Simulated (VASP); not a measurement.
# Be16H (a cell with a defect) in VASP: further runs

Runs on Be16H (a cell with a defect). Level: LDA. Tasks: single point.

All numbers are computed with VASP 6.6.1; they aren't measurements. Logs are shortened: lines on timing, memory, paths and dates and some standing lists are left out, and cuts for length are marked.

## Step 1: The structure

The cell holds a defect, 17 atoms: a = 4.580 Å, b = 3.966 Å, c = 7.177 Å, α = 90.00°, β = 90.00°, γ = 90.00°.

The cell was built by a generator and needn't be a form met in nature.

## Step 2: Single point, LDA

INCAR reads:

```
SYSTEM = Be16H
  PREC = Accurate
  ENCUT = 520
  EDIFF = 1E-6
  ISMEAR = -1
  SIGMA = 0.05
  LREAL = Auto
  LASPH = .True.
  NELM = 100
  ALGO = Fast
  ISIF = 2
  LWAVE = .False.
  LCHARG = .True.
  GGA = CA
  LELF = .True.
  LVHAR = .True.
  NBANDS = 30
```

KPOINTS reads:

```
regular mesh
0
Gamma
  5 6 4
  0 0 0
```

POSCAR reads:

```
Be16H
1.0
   -2.2900000000     -3.9663960000      0.0000000000
    3.4350000000     -1.9831980000      0.0000000000
    0.0000000000      0.0000000000      7.1768600000
Be H
16 1
Direct
    0.7483103248      0.4984610317     -0.0001974401
    0.4994742173      0.3349234229      0.2484716157
    0.7347822417      0.4927398351      0.4969373793
    0.4994747508      0.3351502706      0.7512862171
    0.4994798387      0.0046622505      0.0021810374
    0.2521819023      0.8352770179      0.2468913982
    0.4994467551      0.0007615922      0.5006008199
    0.2546983964      0.8381005321      0.7549562065
    0.2506338656      0.4984665363     -0.0001925633
   -0.0005163680      0.3282048085      0.2454424358
    0.2641661181      0.4929369463      0.4969489442
   -0.0005112000      0.3223206265      0.7548987998
   -0.0005263708     -0.0066711468      0.0012250483
    0.7467900592      0.8352670264      0.2468925129
   -0.0004420322      0.0139967238      0.4973535780
    0.7442797512      0.8380942155      0.7549485430
   -0.0006305740      0.6605059637      0.5413381339
```

Potentials or basis: VASP PAW LDA potentials, release 64 (Be, H).

Run with:

```
> cat potpaw_LDA.64/Be/POTCAR potpaw_LDA.64/H/POTCAR > POTCAR
> mpirun -np 1 vasp_std > vasp.out
```

OUTCAR:

```text
SYSTEM = Be16H
   PREC = Accurate
   ENCUT = 520
   EDIFF = 1E-6
   ISMEAR = -1
   LREAL = Auto
   LASPH = .True.
   NELM = 100
   ISIF = 2
   GGA = CA

 ion  position               nearest neighbor table
   1  0.748  0.498  1.000-  10 2.21   4 2.21  12 2.21  16 2.21   2 2.21  14 2.22   5 2.27  13 2.28
                             9 2.28   9 2.30   5 2.31  13 2.31
   2  0.499  0.335  0.248-   3 2.18  11 2.18   5 2.20   9 2.21   1 2.21   7 2.24   6 2.28  14 2.28
                             6 2.29  14 2.29  10 2.29  10 2.29
   3  0.735  0.493  0.497-  17 1.42  11 2.16   2 2.18   4 2.21   7 2.23  14 2.25  15 2.25  10 2.27
                             7 2.29  16 2.30  12 2.31
   4  0.499  0.335  0.751-   3 2.21  11 2.21   1 2.21   9 2.21   5 2.23   7 2.24   8 2.27  16 2.27
                             8 2.29  16 2.29  12 2.29  12 2.29
   5  0.499  0.005  0.002-   6 2.20  14 2.20   2 2.20   8 2.20  16 2.20   4 2.23   1 2.27   9 2.27
                            13 2.29  13 2.29   1 2.31   9 2.31
   6  0.252  0.835  0.247-   5 2.20  13 2.20   9 2.22   7 2.24  11 2.25  15 2.25  14 2.27  10 2.27
                             2 2.28   2 2.29  14 2.31  10 2.32
   7  0.499  0.001  0.501-   3 2.23  11 2.23   4 2.24   8 2.24  16 2.24   6 2.24  14 2.24   2 2.24
                            11 2.28   3 2.29  15 2.29  15 2.29
   8  0.255  0.838  0.755-   5 2.20  13 2.21   9 2.21   7 2.24  16 2.24  12 2.25   4 2.27   4 2.29
                            15 2.30  11 2.30  16 2.34  12 2.36
   9  0.251  0.498  1.000-  10 2.21   4 2.21  12 2.21   8 2.21   2 2.21   6 2.22   5 2.27  13 2.28
                             1 2.28   1 2.30   5 2.31  13 2.31
  10  0.999  0.328  0.245-  15 2.20  13 2.20   9 2.21   1 2.21   3 2.27  11 2.27   6 2.27  14 2.27
                             2 2.29   2 2.29  14 2.32   6 2.32
  11  0.264  0.493  0.497-  17 1.42   3 2.16   2 2.18   4 2.21   7 2.23   6 2.25  15 2.25  10 2.27
                             7 2.28   8 2.30  12 2.31
  12  0.999  0.322  0.755-  13 2.20   9 2.21   1 2.21  15 2.22   8 2.25  16 2.25   4 2.29   4 2.29
                             3 2.31  11 2.31  16 2.36   8 2.36
  13  0.999  0.993  0.001-  12 2.20  10 2.20  14 2.20   6 2.20  16 2.21   8 2.21   9 2.28   1 2.28
                             5 2.29   5 2.29   1 2.31   9 2.31
  14  0.747  0.835  0.247-   5 2.20  13 2.20   1 2.22   7 2.24   3 2.25  15 2.25   6 2.27  10 2.27
                             2 2.28   2 2.29   6 2.31  10 2.32
  15  1.000  0.014  0.497-  17 1.44  10 2.20  12 2.22   6 2.25  14 2.25   3 2.25  11 2.25   7 2.29
                             7 2.29   8 2.30  16 2.30
  16  0.744  0.838  0.755-   5 2.20  13 2.21   1 2.21   7 2.24   8 2.24  12 2.25   4 2.27   4 2.29
                            15 2.30   3 2.30   8 2.34  12 2.36
  17  0.999  0.661  0.541-   3 1.42  11 1.42  15 1.44

  LATTYP: Found a simple orthorhombic cell.
 ALAT       =     3.9663962620
 B/A-ratio  =     1.1547004875
 C/A-ratio  =     1.8094157835

  Lattice vectors:

 A1 = (  -3.4350000000,   1.9831980000,   0.0000000000)
 A2 = (  -2.2900000000,  -3.9663960000,   0.0000000000)
 A3 = (   0.0000000000,   0.0000000000,   7.1768600000)

Analysis of symmetry for initial positions (statically):
=====================================================================
[... 175 lines left out ...]
  volume/ion in A,a.u.               =       7.67        51.75
  Fermi-wavevector in a.u.,A,eV,Ry     =   1.035573  1.956950 14.591049  1.072412
  Thomas-Fermi vector in A             =   2.169923
   LORBIT       =      0    0 simple, 1 ext, 2 COOP (PROOUT), +10 PAW based schemes
   GGA     = CA    functional components
   LHFCALC =     F    Hartree Fock is set to
   AEXX    =    0.0000 exact exchange contribution
   IVDW    =     0    specifies the selected vdW correction
   LEPSILON=     F    determine dielectric tensor
   LRPA    =     F    only Hartree local field effects (RPA)
 non-spin polarized calculation
 RMM-DIIS sequential band-by-band and
  energy-cutoff  :      520.00
  volume of cell :      130.38
 maximum number of plane-waves:      3532
 NGX is ok and might be reduce to    36
   NGX = 17   NGY = 15   NGZ = 27

 number of electron      33.0000001 magnetization

 Free energy of the ion-electron system (eV)
  ---------------------------------------------------
  ext. energy  EPLUGINS =         0.00000000
  ---------------------------------------------------
  free energy    TOTEN  =       -68.65934158 eV

  energy without entropy =      -68.64587665  energy(sigma->0) =      -68.65260912

 E-fermi :   6.9892     XC(G=0): -10.6000

 val. band max:        6.9661858441   @ k =   0.4000   0.5000   0.0000
 cond. band min:       7.0389812421   @ k =  -0.2000   0.1667  -0.2500
 fundamental gap:      0.0727953981
 Fermi energy:         6.9892344623

 k-point     1 :       0.0000    0.0000    0.0000
  band No.  band energies     occupation
      1      -5.1511      2.00000
      2      -3.0730      2.00000
      3      -2.3289      2.00000
      4      -0.4506      2.00000
      5       0.7851      2.00000
      6       1.3156      2.00000
[... 733 lines left out ...]
     27      11.6394      0.00000
     28      11.9721      0.00000

 [... further k-points ...]

 [bands above 28 left out]

------------------------ aborting loop because EDIFF is reached ----------------------------------------

  FORCE on cell =-STRESS in cart. coord.  units (eV):
  Direction    XX          YY          ZZ          XY          YZ          ZX
  --------------------------------------------------------------------------------------
  -------------------------------------------------------------------------------------
  Total       -3.5898835     -2.9407306     -3.6025205      0.5590189     -0.0209058      0.0357250
  in kB      -44.1158769    -36.1384737    -44.2711723      6.8697518     -0.2569100      0.4390230
  external PRESSURE =     -41.5085076 kB  Pullay stress =       0.0000000 kB

 VOLUME and BASIS-vectors are now :
 -----------------------------------------------------------------------------
  energy-cutoff  :      520.00
  volume of cell :      130.38
      direct lattice vectors                 reciprocal lattice vectors
    -2.290000000 -3.966396000  0.000000000    -0.109170306 -0.189088533  0.000000000
     3.435000000 -1.983198000  0.000000000     0.218340611 -0.126059022  0.000000000
     0.000000000  0.000000000  7.176860000     0.000000000  0.000000000  0.139336702

 POSITION                                       TOTAL-FORCE (eV/Angst)
 -----------------------------------------------------------------------------------
     -0.00142     -3.95664      7.17544         0.004391     -0.000446     -0.044187
      0.00667     -2.64533      1.78325        -0.008747      0.005134     -0.042651
      0.00991     -3.89164      3.56645         0.008426     -0.007655     -0.099071
      0.00744     -2.64578      5.39188        -0.006131      0.003556     -0.049677
     -1.12779     -1.99038      0.01565        -0.001329      0.000522     -0.006671
      2.29168     -2.65677      1.77191        -0.007370      0.017716     -0.011629
[... 9 lines left out ...]
      1.17445     -4.61422      5.41816         0.021823      0.011359     -0.040040
     -0.01972     -5.27381      3.88511        -0.027733      0.015235      0.701837
 -----------------------------------------------------------------------------------
    total drift:                                0.000483     -0.000264     -0.001605

  FREE ENERGIE OF THE ION-ELECTRON SYSTEM (eV)
  ---------------------------------------------------
  free  energy   TOTEN  =       -68.6593415842 eV

  energy  without entropy=      -68.6458766545  energy(sigma->0) =      -68.65260912
```

OSZICAR:

```text
N       E                     dE             d eps       ncg     rms          rms(c)
DAV:   1     0.216492138334E+02    0.21649E+02   -0.12827E+04  3720   0.930E+02
DAV:   2    -0.655194369863E+02   -0.87169E+02   -0.81023E+02  4758   0.146E+02
DAV:   3    -0.692079010399E+02   -0.36885E+01   -0.36204E+01  4894   0.263E+01
DAV:   4    -0.692302976492E+02   -0.22397E-01   -0.22330E-01  4550   0.207E+00
DAV:   5    -0.692304078358E+02   -0.11019E-03   -0.11016E-03  4658   0.145E-01    0.419E+00
RMM:   6    -0.688166518290E+02    0.41376E+00   -0.13613E-01  3787   0.128E+00    0.239E+00
RMM:   7    -0.686642999439E+02    0.15235E+00   -0.13783E-01  4087   0.131E+00    0.435E-01
RMM:   8    -0.686597476418E+02    0.45523E-02   -0.74229E-03  4328   0.375E-01    0.140E-01
RMM:   9    -0.686593554442E+02    0.39220E-03   -0.67935E-04  4505   0.106E-01    0.238E-02
RMM:  10    -0.686593415101E+02    0.13934E-04   -0.82029E-05  4457   0.361E-02    0.673E-03
RMM:  11    -0.686593415837E+02   -0.73573E-07   -0.10513E-05  4198   0.102E-02    0.270E-03
RMM:  12    -0.686593415842E+02   -0.50079E-09   -0.16723E-06  3475   0.439E-03
   1 F= -.68659342E+02 E0= -.68652609E+02  d E =-.134649E-01
```

Run time: 2.6 min. Hardware: 1 thread of Intel Xeon Platinum 8488C (Sapphire Rapids), shared host; peak memory 0.28 GiB.

What came out:

| Quantity | Value |
| --- | --- |
| Free energy | -68.6593 eV |
| Pressure | -4.2 GPa |
| Largest force | 0.703 eV/Å |
| Band gap on the k mesh | none (metal or under the smearing width) |

Forces in eV/Å, atoms in the order of the input:
```
Be   0.004  0.000 -0.044
Be  -0.009  0.005 -0.043
Be   0.008 -0.008 -0.099
Be  -0.006  0.004 -0.050
Be  -0.001  0.001 -0.007
Be  -0.007  0.018 -0.012
Be   0.008 -0.005 -0.030
Be   0.001 -0.025 -0.040
Be   0.002 -0.004 -0.044
Be   0.036 -0.021 -0.025
Be   0.010 -0.002 -0.099
Be  -0.012  0.007 -0.052
Be   0.002 -0.002 -0.019
Be  -0.019 -0.002 -0.012
Be  -0.012  0.008 -0.088
Be   0.022  0.011 -0.040
H   -0.028  0.015  0.702
```

Stress tensor (GPa, compression positive):
```
-4.41  0.69  0.04
 0.69 -3.61 -0.03
 0.04 -0.03 -4.43
```

## Step 3: Single point, LDA

INCAR reads:

```
SYSTEM = Be16H
PREC = Accurate
ENCUT = 520
EDIFF = 1E-7
ISMEAR = -1
SIGMA = 0.05
LREAL = Auto
LASPH = .TRUE.
NELM = 100
ALGO = Fast
ISIF = 2
LWAVE = .FALSE.
LCHARG = .TRUE.
GGA = CA
LELF = .TRUE.
LVHAR = .TRUE.
NBANDS = 30
```

KPOINTS reads:

```
Automatic mesh
0
G
  5 6 4
  0 0 0
```

POSCAR reads:

```
Be16H
1.0
   -2.2900000000     -3.9663960000      0.0000000000
    3.4350000000     -1.9831980000      0.0000000000
    0.0000000000      0.0000000000      7.1768600000
Be H
16 1
Direct
    0.7483982052      0.4983699825     -0.0001808590
    0.4995493905      0.3356696082      0.2484326014
    0.7326831291      0.4914353320      0.4998220670
    0.4995454097      0.3356765613      0.7511981563
    0.4995513635      0.0048726703     -0.0001830884
    0.2532850547      0.8367894542      0.2452841493
    0.4995088203      0.0006440170      0.4998192803
    0.2532889321      0.8367882546      0.7543499525
    0.2506879065      0.4983791283     -0.0001801624
   -0.0004409053      0.3247884503      0.2445963834
    0.2664062517      0.4916979087      0.4998230424
   -0.0004417708      0.3247881644      0.7550373004
   -0.0004547813     -0.0063791701     -0.0001811377
    0.7458393750      0.8367755950      0.2452877721
   -0.0003429522      0.0169288615      0.4998139855
    0.7458273433      0.8367774720      0.7543474444
   -0.0005861546      0.6610665810      0.4998602453
```

Potentials or basis: VASP PAW LDA potentials, release 64 (Be, H).

Run with:

```
> cat potpaw_LDA.64/Be/POTCAR potpaw_LDA.64/H/POTCAR > POTCAR
> mpirun -np 1 vasp_std > vasp.out
```

OUTCAR:

```text
SYSTEM = Be16H
   PREC = Accurate
   ENCUT = 520
   EDIFF = 1E-7
   ISMEAR = -1
   LREAL = Auto
   LASPH = .TRUE.
   NELM = 100
   ISIF = 2
   GGA = CA

 ion  position               nearest neighbor table
   1  0.748  0.498  1.000-  10 2.21  12 2.21   2 2.21   4 2.21  14 2.21  16 2.21   5 2.27  13 2.28
                             9 2.28   9 2.30  13 2.31   5 2.31
   2  0.500  0.336  0.248-   3 2.19  11 2.19   1 2.21   9 2.21   5 2.21   7 2.24   6 2.28  14 2.28
                             6 2.29  14 2.29  10 2.29  10 2.29
   3  0.733  0.491  0.500-  17 1.39  11 2.14   4 2.19   2 2.19   7 2.22  15 2.24  16 2.28  14 2.28
                             7 2.28  12 2.30  10 2.30
[... 1007 lines left out ...]
  in kB      -41.5178788    -32.2749957    -39.5029554      7.9485188      0.0006233     -0.0020993
  external PRESSURE =     -37.7652766 kB  Pullay stress =       0.0000000 kB

 VOLUME and BASIS-vectors are now :
 -----------------------------------------------------------------------------
  energy-cutoff  :      520.00
  volume of cell :      130.38
      direct lattice vectors                 reciprocal lattice vectors
    -2.290000000 -3.966396000  0.000000000    -0.109170306 -0.189088533  0.000000000
     3.435000000 -1.983198000  0.000000000     0.218340611 -0.126059022  0.000000000
     0.000000000  0.000000000  7.176860000     0.000000000  0.000000000  0.139336702

 POSITION                                       TOTAL-FORCE (eV/Angst)
 -----------------------------------------------------------------------------------
     -0.00193     -3.95681      7.17556         0.002479      0.000236     -0.000183
      0.00906     -2.64711      1.78297        -0.004322      0.002644      0.006898
      0.01024     -3.88073      3.58715         0.005633      0.024391     -0.000701
      0.00909     -2.64711      5.39124        -0.004573      0.002668     -0.006317
     -1.12723     -1.99108      7.17555        -0.000115     -0.000028      0.000180
      2.29435     -2.66415      1.76037        -0.004498     -0.003312      0.004258
[... 9 lines left out ...]
      1.16639     -4.61774      5.41385         0.000514      0.005271     -0.004556
     -0.01789     -5.27510      3.58743        -0.020447      0.010585      0.000750
 -----------------------------------------------------------------------------------
    total drift:                                0.000773      0.000116     -0.000269

  FREE ENERGIE OF THE ION-ELECTRON SYSTEM (eV)
  ---------------------------------------------------
  free  energy   TOTEN  =       -68.5416047390 eV

  energy  without entropy=      -68.5281192066  energy(sigma->0) =      -68.53486197
```

stdout:

```text
POSCAR found type information on POSCAR BeH
 POSCAR found :  2 types and      17 ions
 scaLAPACK will be used
 LDA part: xc-table for (Slater(with rela. corr.)+CA(PZ))
 , standard interpolation
 POSCAR, INCAR and KPOINTS ok, starting setup
 FFT: planning ... GRIDC
 FFT: planning ... GRID_SOFT
 FFT: planning ... GRID
 WAVECAR not read
 entering main loop
```

Run time: 2.9 min. Hardware: 1 thread of Intel Xeon Platinum 8488C (Sapphire Rapids), shared host; peak memory 0.28 GiB.

What came out:

```
Free energy            : -68.5416 eV
Pressure               : -3.8 GPa
Largest force          : 0.025 eV/Å
Band gap on the k mesh : none (metal or under the smearing width)
```

Forces in eV/Å, atoms in the order of the input:
```
Be   0.002  0.000  0.000
Be  -0.004  0.003  0.007
Be   0.006  0.024 -0.001
Be  -0.005  0.003 -0.006
Be   0.000  0.000  0.000
Be  -0.004 -0.003  0.004
Be   0.007 -0.004  0.000
Be  -0.004 -0.003 -0.004
Be   0.001 -0.003  0.000
Be   0.009 -0.005  0.004
Be  -0.018 -0.015 -0.001
Be   0.008 -0.005 -0.003
Be   0.008 -0.004  0.000
Be   0.001  0.006  0.005
Be   0.016 -0.008  0.000
Be   0.001  0.005 -0.005
H   -0.020  0.011  0.001
```

## Step 4: Single point, LDA

INCAR reads:

```
SYSTEM = Be16H
PREC     = Accurate       ! precision mode
ENCUT    = 520            ! plane-wave cutoff, eV
EDIFF    = 1E-6           ! SCF threshold, eV
ISMEAR   = -1             ! smearing method
SIGMA    = 0.05           ! smearing width, eV
LREAL    = Auto         
LASPH    = .TRUE.         ! aspherical terms in the spheres
NELM     = 100            ! most SCF steps
ALGO     = Fast           ! electronic algorithm
ISIF     = 2              ! what is computed and relaxed
LWAVE    = .FALSE.        ! write WAVECAR
LCHARG   = .FALSE.        ! write CHGCAR
GGA      = CA             ! functional
NBANDS   = 30             ! bands
```

KPOINTS is that of step 3.

POSCAR reads:

```
Be16H
1.0
   -2.2900000000     -3.9663960000      0.0000000000
    3.4350000000     -1.9831980000      0.0000000000
    0.0000000000      0.0000000000      7.1768600000
Be H
16 1
Direct
    0.7484518892      0.4986770965     -0.0001704088
    0.4996220841      0.3353381579      0.2483474667
    0.7349568905      0.4928952778      0.5027757264
    0.4996141155      0.3351150872      0.7511669449
    0.4996254717      0.0048696740     -0.0025520910
    0.2548471155      0.8383012793      0.2447131475
    0.4995797171      0.0009681375      0.4990438716
    0.2523247789      0.8354828948      0.7527266799
    0.2507813582      0.4986833509     -0.0001777936
   -0.0003640992      0.3225336864      0.2447601040
    0.2642745800      0.4931481188      0.5027571947
   -0.0003720968      0.3284704216      0.7541764783
   -0.0003814592     -0.0064592552     -0.0015864877
    0.7444353244      0.8382873051      0.2447279172
   -0.0002766181      0.0142714831      0.5023684453
    0.7469322672      0.8354707109      0.7527307207
   -0.0005340009      0.6608856297      0.4581041012
```

Run with:

```
> cat potpaw_LDA.64/Be/POTCAR potpaw_LDA.64/H/POTCAR > POTCAR
> mpirun -np 1 vasp_std > vasp.out
```

It took 2.7 min on 1 thread of Intel Xeon Platinum 8488C (Sapphire Rapids), shared host; peak memory 0.28 GiB.

The run converged. Its results:

```yaml
Free_energy: -68.6605 eV
Pressure: -4.2 GPa
Largest_force: 0.705 eV/Å
Band_gap_on_the_k_mesh: none (metal or under the smearing width)
```

Forces in eV/Å, atoms in the order of the input:
```
Be   0.004 -0.001  0.045
Be  -0.006  0.003  0.052
Be   0.009 -0.010  0.096
Be  -0.009  0.005  0.044
Be  -0.002  0.001  0.007
Be   0.001 -0.025  0.039
Be   0.008 -0.005  0.030
Be  -0.007  0.018  0.013
Be   0.002 -0.004  0.045
Be  -0.012  0.007  0.052
Be   0.012 -0.002  0.096
Be   0.035 -0.020  0.027
Be   0.003 -0.002  0.020
Be   0.022  0.011  0.040
Be  -0.012  0.008  0.086
Be  -0.019 -0.003  0.013
H   -0.030  0.016 -0.704
```

Stress tensor (GPa, compression positive):
```
-4.41  0.68 -0.04
 0.68 -3.62  0.03
-0.04  0.03 -4.43
```

Levels at points of the mesh, in eV from the Fermi level:
```tsv
k point	band 12	band 13	band 14	band 15	band 16	band 17	band 18	band 19	band 20	band 21
(0.00, 0.00, 0.00)	-4.09	-3.92	-3.48	-0.54	0.24	0.48	0.97	1.08	1.21	1.23
(0.00, 0.50, 0.00)	-3.90	-3.52	-3.48	-2.50	-2.47	-0.20	0.88	0.97	1.03	1.12
(0.00, 0.00, 0.50)	-3.41	-2.46	-1.93	-1.89	-1.82	0.34	1.55	1.76	1.85	1.85
(0.00, 0.50, 0.50)	-4.81	-3.73	-3.59	-3.46	-3.40	0.82	1.82	1.84	2.07	2.25
```
